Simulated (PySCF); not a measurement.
Complete the table, then read it.

```
no.            species (SMILES)  atoms  electrons  dipole moment (D)  HOMO energy (eV)  LUMO energy (eV)  smallest rotational constant (GHz)
  1                       CCCCO     15         42               1.79             -7.66              1.32                                   ?
  2  CO[C@@H]1C[C@H]1C1=COC=CO1     21         82               0.83                 ?             -0.12                               0.557
  3            O=c1cc1SC(F)(F)F     10         76               3.89             -7.43                 ?                               0.842
  4      C[SiH](C)/C=C/C(=O)C=O     19         76               2.29             -7.39                 ?                               0.517
  5  CC[C@@H]([SiH3])C(=C=O)C=O     19         76               2.55             -7.46             -1.98                               0.741
  6                   CC(C)(C)O     15         42               1.55             -7.66              1.14                                   ?
  7                  CC(F)(F)Cl      8         50                  ?             -9.37              0.48                               3.115
```

Levels: PBE0/pcSseg-1 for dipole moment, HOMO energy and LUMO energy; GFN2-xTB for smallest rotational constant. Geometries: GFN2-xTB. All species are isolated and taken at one optimised geometry, non-relativistic unless stated; the electronic structure was computed with PySCF and density fitting.

The conformers computed, where there is a choice (atom-mapped SMILES and torsion angles):
- `[CH3:1][CH2:2][CH2:3][CH2:4][OH:5]`: C1–C2–C3–C4 -177°, C2–C3–C4–O5 -70°, H–O5–C4–C3 58°
- `[CH3:1][O:2][C@@H:3]1[CH2:4][C@H:5]1[C:6]1=[CH:7][O:8][CH:9]=[CH:10][O:11]1`: C1–O2–C3–C4 154°, C4–C5–C6–C7 31°
- `[O:1]=[c:2]1[cH:3][c:4]1[S:5][C:6]([F:7])([F:8])[F:9]`: C3–C4–S5–C6 180°, C4–S5–C6–F7 -60°
- `[CH3:1][SiH:2]([CH3:3])/[CH:4]=[CH:5]/[C:6](=[O:7])[CH:8]=[O:9]`: C1–Si2–C4–C5 -121°, C4–C5–C6–O7 0°, C5–C6–C8–O9 0°
- `[CH3:1][CH2:2][C@@H:3]([SiH3:4])[C:5](=[C:6]=[O:7])[CH:8]=[O:9]`: C1–C2–C3–Si4 159°, C2–C3–C5–C6 24°, C3–C5–C8–O9 7°
- `[CH3:1][C:2]([CH3:3])([CH3:4])[OH:5]`: H–O5–C2–C1 -61°

(1) Row 1: the smallest rotational constant?

(2) Row 2: the HOMO energy?

(3) Row 3: the LUMO energy?

(4) What is the LUMO energy in row 4?

(5) Row 6: the smallest rotational constant?

(6) What is the dipole moment in row 7?

(7) In the completed table, which rows hold the lowest and the highest HOMO energy, and what is the mean?

(8) In the completed table, which rows hold the lowest and the highest smallest rotational constant, and what is the mean?

(9) What is the HOMO–LUMO gap, row by row?

Answers

(1) 2.162 GHz.

(2) -5.37 eV.

(3) -1.34 eV.

(4) -3.08 eV.

(5) 4.537 GHz.

(6) 2.33 D.

(7) Row 7 the lowest (-9.37 eV), row 2 the highest (-5.37 eV); the mean over the 7 rows is -7.48 eV.

(8) Row 4 the lowest (0.517 GHz), row 6 the highest (4.537 GHz); the mean over the 7 rows is 1.782 GHz.

(9) row 1: 8.98, row 2: 5.25, row 3: 6.09, row 4: 4.31, row 5: 5.48, row 6: 8.80, row 7: 9.85 eV.
